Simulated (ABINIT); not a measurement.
# BaTiO3 (Barioperovskite) (Amm2) in ABINIT: single point with LDA

Aim: the single point of BaTiO3 (Barioperovskite) with LDA.

Everything below comes from runs of ABINIT 10.8.3 (patched build). Logs are shortened: lines on timing, memory, paths and dates and some standing lists are left out, and cuts for length are marked. The log counts tension as positive stress, the text compression.

## (1) Starting point

The structure is orthorhombic, space group Amm2 (No. 38). Conventional cell: a = 3.986 Å, b = 5.674 Å, c = 5.690 Å, α = 90.00°, β = 90.00°, γ = 90.00°. Ba (site symmetry mm2) is surrounded by 12 O at 2.77 to 2.92 Å. Ti (site symmetry mm2) is surrounded by 6 O at 1.93 to 2.09 Å. O (site symmetry m) has 2 Ti at 1.93 to 2.09 Å as nearest neighbours. O (site symmetry mm2) has 2 Ti at 2.00 Å as nearest neighbours.

## (2) Single point, LDA

Input file run.abi:

```
pp_dirpath "./"
pseudos "Ba.upf, Ti.upf, O.upf"

acell 3*1.0 Angstrom
rprim
     3.9855000000     0.0000000000     0.0000000000
     0.0000000000     2.8369000000     2.8451500000
     0.0000000000    -2.8369000000     2.8451500000
ntypat 3
znucl 56 22 8
natom 5
typat 1 2 3 3 3
xred
     0.0000000000     0.0000000000     0.0000000000
     0.5000000000     0.5124000000     0.5124000000
     0.5000000000     0.9918400000     0.5052400000
     0.5000000000     0.5052400000     0.9918400000
     0.0000000000     0.4874000000     0.4874000000
chkprim 0
chksymtnons 0
tolsym 1.0e-6

ecut 42.0

kptopt 1
ngkpt 5 5 5
nshiftk 1
shiftk 0.0 0.0 0.0

ixc 7

nband 24
occopt 3
tsmear 0.00183747

nstep 100
tolvrs 1.0e-10

iomode 3
prtwf 0
prtden 0
prteig 0
prtebands 0
```

Potentials or basis: PseudoDojo NC SR LDA v0.4.1 standard.

Run with:

```bash
> abinit run.abi > log 2>&1
```

run.abo:

```text
.Version 10.8.3 of ABINIT
 Symmetries : space group Am m 2 (# 38); Bravais oC (1-face-center ortho.)
================================================================================
 Values of the parameters that define the memory need of the present run
     intxc =       0    ionmov =       0      iscf =       7    lmnmax =       6
     lnmax =       6     mgfft =      48  mpssoang =       3    mqgrid =    3001
     natom =       5  nloc_mem =       1    nspden =       1   nspinor =       1
    nsppol =       1      nsym =       4    n1xccc =    2501    ntypat =       3
    occopt =       3   xclevel =       1
       mpw =        5675          nfft =      103680          nkpt =          27
================================================================================
================================================================================

--------------------------------------------------------------------------------
------------- Echo of variables that govern the present computation ------------
--------------------------------------------------------------------------------
 -outvars: echo values of preprocessed input variables --------
            acell      1.8897261259E+00  1.8897261259E+00  1.8897261259E+00 Bohr
              amu      1.37327000E+02  4.78800000E+01  1.59994000E+01
          chkprim           0
      chksymtnons           0
             ecut      4.20000000E+01 Hartree
              ixc           7
         kptrlatt        5    0    0      0    5    0      0    0    5
          kptrlen      3.76575174E+01
            natom           5
            nband          24
            ngfft          45      48      48
             nkpt          27
            nstep         100
             nsym           4
           ntypat           3
           occopt           3
           prtden           0
        prtebands           0
           prteig           0
            prtwf           0
            rprim      3.9855000000E+00  0.0000000000E+00  0.0000000000E+00
                       0.0000000000E+00  2.8369000000E+00  2.8451500000E+00
                       0.0000000000E+00 -2.8369000000E+00  2.8451500000E+00
          spgroup          38
           tolsym      1.00000000E-06
           tolvrs      1.00000000E-10
           tsmear      1.83747000E-03 Hartree
            typat      1  2  3  3  3
           xangst      0.0000000000E+00  0.0000000000E+00  0.0000000000E+00
                       1.9927500000E+00  5.2251376707E-17  2.9157097200E+00
                       1.9927500000E+00  1.3804355400E+00  4.2594171620E+00
                       1.9927500000E+00 -1.3804355400E+00  4.2594171620E+00
                       0.0000000000E+00  2.8264192541E-17  2.7734522200E+00
            xcart      0.0000000000E+00  0.0000000000E+00  0.0000000000E+00
                       3.7657517374E+00  9.8740791678E-17  5.5098928334E+00
                       3.7657517374E+00  2.6086451051E+00  8.0491318922E+00
                       3.7657517374E+00 -2.6086451051E+00  8.0491318922E+00
                       0.0000000000E+00  5.3411583072E-17  5.2410651191E+00
             xred      0.0000000000E+00  0.0000000000E+00  0.0000000000E+00
                       5.0000000000E-01  5.1240000000E-01  5.1240000000E-01
                       5.0000000000E-01  9.9184000000E-01  5.0524000000E-01
                       5.0000000000E-01  5.0524000000E-01  9.9184000000E-01
                       0.0000000000E+00  4.8740000000E-01  4.8740000000E-01
            znucl       56.00000   22.00000    8.00000

================================================================================

 chkinp: Checking input parameters for consistency.

================================================================================
== DATASET  1 ==================================================================

--- !DatasetInfo
iteration_state: {dtset: 1, }
dimensions: {natom: 5, nkpt: 27, mband: 24, nsppol: 1, nspinor: 1, nspden: 1, mpw: 5675, }
cutoff_energies: {ecut:  42.0, pawecutdg:  -1.0, }
electrons: {nelect:   4.00000000E+01, charge:   0.00000000E+00, occopt:   3.00000000E+00, tsmear:   1.83747000E-03, }
meta: {optdriver: 0, ionmov: 0, optcell: 0, iscf: 7, paral_kgb: 0, }
...

 Exchange-correlation functional for the present dataset will be:
  LDA: Perdew-Wang 92 LSD fit to Ceperley-Alder data - ixc=7
  J.P.Perdew and Y.Wang, PRB 45, 13244 (1992)

 Real(R)+Recip(G) space primitive vectors, cartesian coordinates (Bohr,Bohr^-1):
 R(1)=  7.5315035  0.0000000  0.0000000  G(1)=  0.1327756  0.0000000  0.0000000
 R(2)=  0.0000000  5.3609640  5.3765543  G(2)=  0.0000000  0.0932668  0.0929964
 R(3)=  0.0000000 -5.3609640  5.3765543  G(3)=  0.0000000 -0.0932668  0.0929964
 Unit cell volume ucvol=  4.3416880E+02 bohr^3
 Angles (23,13,12)=  8.98336200E+01  9.00000000E+01  9.00000000E+01 degrees

 getcut: wavevector=  0.0000  0.0000  0.0000  ngfft=  45  48  48
         ecut(hartree)=     42.000   => boxcut(ratio)=   2.00254

--- Pseudopotential description ------------------------------------------------
- pspini: atom type   1  psp file is ./Ba.upf
12 -1012 2 -1 1912                            pspcod,pspxc,lmax,lloc,mmax
     nproj     2     2     2

- pspini: atom type   2  psp file is ./Ti.upf
12 -1012 2 -1 1568                            pspcod,pspxc,lmax,lloc,mmax
     nproj     2     2     2

- pspini: atom type   3  psp file is ./O.upf
12 -1012 2 -1 926                             pspcod,pspxc,lmax,lloc,mmax
     nproj     2     2     1

   2.38488445E+03                                ecore*ucvol(ha*bohr**3)
--------------------------------------------------------------------------------

================================================================================

--- !BeginCycle
iteration_state: {dtset: 1, }
solver: {iscf: 7, nstep: 100, nline: 4, wfoptalg: 0, }
tolerances: {tolvrs: 1.00E-10, }
...

     iter   Etot(hartree)      deltaE(h)  residm     vres2
 ETOT  1  -136.78437277081    -1.368E+02 1.756E-01 2.049E+03
 ETOT  2  -129.08754655734     7.697E+00 1.798E-01 3.331E+04
 ETOT  3  -137.31127133380    -8.224E+00 3.777E-02 5.213E+02
 ETOT  4  -137.32725128736    -1.598E-02 1.701E-02 3.622E+02
 ETOT  5  -137.37580183783    -4.855E-02 2.435E-02 1.074E+02
 ETOT  6  -137.38397484761    -8.173E-03 6.815E-03 6.246E+01
 ETOT  7  -137.39493034185    -1.096E-02 9.574E-03 4.066E+00
 ETOT  8  -137.39564122058    -7.109E-04 6.808E-03 3.967E-01
 ETOT  9  -137.39569738474    -5.616E-05 2.709E-03 8.238E-02
 ETOT 10  -137.39571306780    -1.568E-05 4.991E-03 4.871E-03
 ETOT 11  -137.39571395913    -8.913E-07 4.330E-03 4.202E-05
 ETOT 12  -137.39571396766    -8.527E-09 4.785E-04 1.507E-05
 ETOT 13  -137.39571397122    -3.557E-09 7.454E-04 8.685E-07
 ETOT 14  -137.39571397149    -2.698E-10 9.874E-04 1.679E-07
 ETOT 15  -137.39571397153    -4.235E-11 6.824E-03 4.015E-09
 ETOT 16  -137.39571397153    -2.132E-12 5.350E-03 1.788E-10
 ETOT 17  -137.39571397154    -2.217E-12 2.089E-03 1.558E-10
 ETOT 18  -137.39571397154    -2.842E-13 9.662E-04 3.899E-11

 At SCF step   18       vres2   =  3.90E-11 < tolvrs=  1.00E-10 =>converged.

 Cartesian components of stress tensor (hartree/bohr^3)
  sigma(1 1)=  2.79766633E-04  sigma(3 2)=  0.00000000E+00
  sigma(2 2)=  2.73649282E-04  sigma(3 1)=  0.00000000E+00
  sigma(3 3)=  2.95398440E-04  sigma(2 1)=  0.00000000E+00

--- !ResultsGS
iteration_state: {dtset: 1, }
comment   : Summary of ground state results
lattice_vectors:
- [  7.5315035,   0.0000000,   0.0000000, ]
- [  0.0000000,   5.3609640,   5.3765543, ]
- [  0.0000000,  -5.3609640,   5.3765543, ]
lattice_lengths: [   7.53150,    7.59258,    7.59258, ]
lattice_angles: [ 89.834,  90.000,  90.000, ] # degrees, (23, 13, 12)
lattice_volume:   4.3416880E+02
convergence: {deltae: -2.842E-13, res2:  3.899E-11, residm:  9.662E-04, diffor: null, }
etotal    :  -1.37395714E+02
entropy   :   0.00000000E+00
fermie    :   2.62242315E-01
cartesian_stress_tensor: # hartree/bohr^3
- [  2.79766633E-04,   0.00000000E+00,   0.00000000E+00, ]
- [  0.00000000E+00,   2.73649282E-04,   0.00000000E+00, ]
- [  0.00000000E+00,   0.00000000E+00,   2.95398440E-04, ]
pressure_GPa:  -8.3243E+00
xred      :
- [  0.0000E+00,   0.0000E+00,   0.0000E+00, Ba]
- [  5.0000E-01,   5.1240E-01,   5.1240E-01, Ti]
- [  5.0000E-01,   9.9184E-01,   5.0524E-01,  O]
- [  5.0000E-01,   5.0524E-01,   9.9184E-01,  O]
- [  0.0000E+00,   4.8740E-01,   4.8740E-01,  O]
cartesian_forces: # hartree/bohr
- [ -0.00000000E+00,   3.87392935E-20,   3.20717309E-03, ]
- [ -0.00000000E+00,   9.25735783E-20,   5.01460387E-03, ]
- [ -0.00000000E+00,  -1.36976980E-03,  -6.26901690E-03, ]
- [ -0.00000000E+00,   1.36976980E-03,  -6.26901690E-03, ]
- [ -0.00000000E+00,  -5.39394184E-20,   4.31625685E-03, ]
force_length_stats: {min:   3.20717309E-03, max:   6.41691844E-03, mean:   5.07437414E-03, }
...

 Integrated electronic density in atomic spheres:
 ------------------------------------------------
 Atom  Sphere_radius  Integrated_density
    1        2.00000          5.26380963
    2        2.00000          9.40278330
    3        2.00000          6.18129838
    4        2.00000          6.18129838
    5        2.00000          6.17209319
================================================================================

 ----iterations are completed or convergence reached----

 Mean square residual over all n,k,spin=   17.250E-07; max=  96.621E-05
 reduced coordinates (array xred) for    5 atoms
       0.000000000000      0.000000000000      0.000000000000
       0.500000000000      0.512400000000      0.512400000000
       0.500000000000      0.991840000000      0.505240000000
       0.500000000000      0.505240000000      0.991840000000
       0.000000000000      0.487400000000      0.487400000000
 rms dE/dt=  2.2928E-02; max dE/dt=  4.1048E-02; dE/dt below (all hartree)
    1       0.000000000000     -0.017244037166     -0.017244037166
    2       0.000000000000     -0.026961786881     -0.026961786881
    3       0.000000000000      0.041048499386      0.026361926139
    4       0.000000000000      0.026361926139      0.041048499386
    5       0.000000000000     -0.023207086198     -0.023207086198

 cartesian coordinates (angstrom) at end:
    1      0.00000000000000     0.00000000000000     0.00000000000000
    2      1.99275000000000     0.00000000000000     2.91570972000000
    3      1.99275000000000     1.38043554000000     4.25941716200000
    4      1.99275000000000    -1.38043554000000     4.25941716200000
    5      0.00000000000000     0.00000000000000     2.77345222000000

 cartesian forces (hartree/bohr) at end:
    1     -0.00000000000000     0.00000000000000     0.00320717308913
    2     -0.00000000000000     0.00000000000000     0.00501460387023
    3     -0.00000000000000    -0.00136976979512    -0.00626901690310
    4     -0.00000000000000     0.00136976979512    -0.00626901690310
    5     -0.00000000000000    -0.00000000000000     0.00431625684685
 frms,max,avg= 3.0156919E-03 6.2690169E-03   0.000E+00  0.000E+00  9.243E-08 h/b

 cartesian forces (eV/Angstrom) at end:
    1     -0.00000000000000     0.00000000000000     0.16491947110913
    2     -0.00000000000000     0.00000000000000     0.25786129875691
    3     -0.00000000000000    -0.07043639487950    -0.32236581042030
    4     -0.00000000000000     0.07043639487950    -0.32236581042030
    5     -0.00000000000000    -0.00000000000000     0.22195085097456
 frms,max,avg= 1.5507311E-01 3.2236581E-01   0.000E+00  0.000E+00  4.753E-06 e/A
 length scales=  1.889726125908  1.889726125908  1.889726125908 bohr
              =  1.000000000000  1.000000000000  1.000000000000 angstroms
 Fermi (or HOMO) energy (hartree) =   0.26224   Average Vxc (hartree)=  -0.43838
 Eigenvalues (hartree) for nkpt=  27  k points:
 kpt#   1, nband= 24, wtk=  0.00800, kpt=  0.0000  0.0000  0.0000 (reduced coord)
  -1.82477   -0.96366   -0.96357   -0.96305   -0.67914   -0.37797   -0.35201   -0.35148
  -0.13317   -0.13295   -0.13232    0.14470    0.14473    0.14479    0.18411    0.18620
   0.18819    0.21636    0.22036    0.22204    0.29598    0.29832    0.30425    0.38550
      occupation numbers for kpt#   1
   2.00000    2.00000    2.00000    2.00000    2.00000    2.00000    2.00000    2.00000
   2.00000    2.00000    2.00000    2.00000    2.00000    2.00000    2.00000    2.00000
   2.00000    2.00000    2.00000    2.00000    0.00000    0.00000    0.00000    0.00000
 prteigrs : prtvol=0 or 1, do not print more k-points.

--- !EnergyTerms
iteration_state     : {dtset: 1, }
comment             : Components of total free energy in Hartree
kinetic             :  6.25603931064239E+01
hartree             :  2.96766200357504E+01
xc                  : -2.77215488387751E+01
Ewald energy        : -1.03458783780830E+02
psp_core            :  5.49298907988396E+00
local_psp           : -1.00144570320832E+02
non_local_psp       : -3.80081325313157E+00
internal            : -1.37395713971510E+02
'-kT*entropy'       : -2.58976537001921E-11
total_energy        : -1.37395713971535E+02
total_energy_eV     : -3.73872784142178E+03
band_energy         : -1.09820690623436E+01
...

 Cartesian components of stress tensor (hartree/bohr^3)
  sigma(1 1)=  2.79766633E-04  sigma(3 2)=  0.00000000E+00
  sigma(2 2)=  2.73649282E-04  sigma(3 1)=  0.00000000E+00
  sigma(3 3)=  2.95398440E-04  sigma(2 1)=  0.00000000E+00

-Cartesian components of stress tensor (GPa)         [Pressure= -8.3243E+00 GPa]
- sigma(1 1)=  8.23101852E+00  sigma(3 2)=  0.00000000E+00
- sigma(2 2)=  8.05103983E+00  sigma(3 1)=  0.00000000E+00
- sigma(3 3)=  8.69092217E+00  sigma(2 1)=  0.00000000E+00

== END DATASET(S) ==============================================================
================================================================================

 -outvars: echo values of variables after computation  --------
            acell      1.8897261259E+00  1.8897261259E+00  1.8897261259E+00 Bohr
           etotal     -1.3739571397E+02
            fcart     -0.0000000000E+00  3.8739293492E-20  3.2071730891E-03
                      -0.0000000000E+00  9.2573578300E-20  5.0146038702E-03
                      -0.0000000000E+00 -1.3697697951E-03 -6.2690169031E-03
                      -0.0000000000E+00  1.3697697951E-03 -6.2690169031E-03
                      -0.0000000000E+00 -5.3939418353E-20  4.3162568469E-03
            rprim      3.9855000000E+00  0.0000000000E+00  0.0000000000E+00
                       0.0000000000E+00  2.8369000000E+00  2.8451500000E+00
                       0.0000000000E+00 -2.8369000000E+00  2.8451500000E+00
           strten      2.7976663312E-04  2.7364928162E-04  2.9539844034E-04
                       0.0000000000E+00  0.0000000000E+00  0.0000000000E+00
           xangst      0.0000000000E+00  0.0000000000E+00  0.0000000000E+00
                       1.9927500000E+00  5.2251376707E-17  2.9157097200E+00
                       1.9927500000E+00  1.3804355400E+00  4.2594171620E+00
                       1.9927500000E+00 -1.3804355400E+00  4.2594171620E+00
                       0.0000000000E+00  2.8264192541E-17  2.7734522200E+00
             xred      0.0000000000E+00  0.0000000000E+00  0.0000000000E+00
                       5.0000000000E-01  5.1240000000E-01  5.1240000000E-01
                       5.0000000000E-01  9.9184000000E-01  5.0524000000E-01
                       5.0000000000E-01  5.0524000000E-01  9.9184000000E-01
                       0.0000000000E+00  4.8740000000E-01  4.8740000000E-01
 Calculation completed.
```

Run time: 3.4 min. Hardware: 1 thread of Arm Neoverse V2, shared host; peak memory 0.13 GiB.

What came out:

| Property | Result |
| --- | --- |
| Free energy | -3738.7278 eV |
| Pressure | -8.3 GPa |
| Largest force | 0.330 eV/Å |
| Band gap on the k mesh | 1.95 eV, indirect (least direct gap 2.01 eV) |
| Valence electrons inside the program's atomic spheres | Ba 5.26; Ti 9.40; O 6.18, 6.17 |

Forces in eV/Å, atoms in the order of the input:
```
Ba   0.000  0.000  0.165
Ti   0.000  0.000  0.258
O    0.000 -0.070 -0.322
O    0.000  0.070 -0.322
O    0.000  0.000  0.222
```

Stress tensor (GPa, compression positive):
```
-8.23  0.00  0.00
 0.00 -8.05  0.00
 0.00  0.00 -8.69
```

Caveat: this set's barium file shifts pressures by 1 GPa against other sets; this release of the barium file is off; spin-orbit coupling is left out, which moves the levels of the heavy elements; an odd mesh through Γ misses points on the zone boundary, where band edges often lie.
